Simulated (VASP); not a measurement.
A run of VASP 6.6.1:

INCAR

```
SYSTEM = Os
PREC = Accurate ; ENCUT = 600
EDIFF = 1E-7 ; ISMEAR = 0
SIGMA = 0.1 ; LREAL = .False.
LASPH = .True. ; NELM = 80
ALGO = Normal ; ISIF = 3
LWAVE = .False. ; LCHARG = .False.
IBRION = 2 ; NSW = 90
EDIFFG = -0.005
```

Contents of KPOINTS:

```
regular mesh
0
Gamma
  18 18 18
  0 0 0
```

POSCAR

```
Os
1.0
    0.0000000000      1.9129311800      1.9129311800
    1.9129311800      0.0000000000      1.9129311800
    1.9129311800      1.9129311800      0.0000000000
Os
1
Direct
    0.0000000000      0.0000000000      0.0000000000
```

Potentials or basis: VASP PAW LDA potentials, release 64 (Os).

The run is started by

```bash
$ cat potpaw_LDA.64/Os/POTCAR > POTCAR
$ mpirun -np 1 vasp_std > vasp.out
```

Hardware: 1 thread of Intel(R) Xeon(R) Platinum 8488C (Sapphire Rapids) (shared host).

Q: Estimate the wall time of this run.

A: It took 35 s on 1 thread of Intel(R) Xeon(R) Platinum 8488C (Sapphire Rapids), on a shared host, peak memory 0.17 GiB. Counts: scf iterations 30, k points 195, ion steps 4.
